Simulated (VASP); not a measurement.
Set up this calculation in VASP 6.6.1, as the native input.

```yaml
Task: single point
Functional: r2SCAN
Potentials_or_basis: VASP PAW PBE potentials, release 64 (Mg, O)
Cutoff: 520 eV
k_mesh: 6 × 6 × 4
Occupations: gaussian, width 0.01 eV
Spin: no spin polarisation
Dipole_correction: no
Further_INCAR_settings: ALGO = Normal; EDIFF = 1e-07; NBANDS = 16
```

MgO:

```
CELL_PARAMETERS angstrom
3.28822 0.00000 0.00000
-1.64411 2.84768 0.00000
0.00000 0.00000 5.03437
ATOMIC_POSITIONS crystal
Mg 0.33333 0.66667 0.99016
Mg 0.66667 0.33333 0.49016
O 0.33333 0.66667 0.38484
O 0.66667 0.33333 0.88484
```

The cell was built by a generator and needn't be a form met in nature.

The input as run:

POSCAR

```
MgO
1.0
    3.2882172536      0.0000000000      0.0000000000
   -1.6441086268      2.8476796748      0.0000000000
    0.0000000000      0.0000000000      5.0343661375
Mg O
2 2
Direct
    0.3333333333      0.6666666667     -0.0098385294
    0.6666666667      0.3333333333      0.4901614706
    0.3333333333      0.6666666667      0.3848385294
    0.6666666667      0.3333333333      0.8848385294
```

INCAR.step1

```
SYSTEM = MgO
ALGO     = Normal         ! electronic algorithm
EDIFF    = 1E-4           ! SCF threshold, eV
ENCUT    = 520            ! plane-wave cutoff, eV
GGA      = PE             ! functional
ISMEAR   = 0              ! smearing method
LASPH    = .TRUE.         ! aspherical terms in the spheres
LCHARG   = .FALSE.        ! write CHGCAR
LREAL    = .FALSE.        ! projectors in reciprocal space
LWAVE    = .TRUE.         ! write WAVECAR
NBANDS   = 16             ! bands
NELM     = 80             ! most SCF steps
PREC     = Accurate       ! precision mode
SIGMA    = 0.01           ! smearing width, eV
```

INCAR.step2

```
SYSTEM = MgO
ALGO     = Normal         ! electronic algorithm
EDIFF    = 1E-7           ! SCF threshold, eV
ENCUT    = 520            ! plane-wave cutoff, eV
ISIF     = 2              ! what is computed and relaxed
ISMEAR   = 0              ! smearing method
ISTART   = 1            
LASPH    = .TRUE.         ! aspherical terms in the spheres
LCHARG   = .FALSE.        ! write CHGCAR
LMIXTAU  = .TRUE.       
LREAL    = .FALSE.        ! projectors in reciprocal space
LWAVE    = .FALSE.        ! write WAVECAR
METAGGA  = R2SCAN         ! meta-GGA
NBANDS   = 16             ! bands
NELM     = 80             ! most SCF steps
PREC     = Accurate       ! precision mode
SIGMA    = 0.01           ! smearing width, eV
```

KPOINTS

```
k-points
0
G
  6 6 4
  0 0 0
```

Potentials or basis: VASP PAW PBE potentials, release 64 (Mg, O).

Launch:

```sh
$ cat potpaw_PBE.64/Mg/POTCAR potpaw_PBE.64/O/POTCAR > POTCAR
$ cp INCAR.step1 INCAR
$ mpirun -np 1 vasp_std > vasp.out
$ cp INCAR.step2 INCAR
$ mpirun -np 1 vasp_std > vasp.out
```

Results of the run:

```json
{
 "Pressure": "-0.6 GPa",
 "Band gap on the k mesh": "4.21 eV, direct"
}
```

Caveat: the PAW data sets were made with another functional, which shifts forces and pressure a little.

Wall time 42 s on 1 thread of AMD EPYC 9R45 (Zen 5) (shared host), peak memory 0.14 GiB.
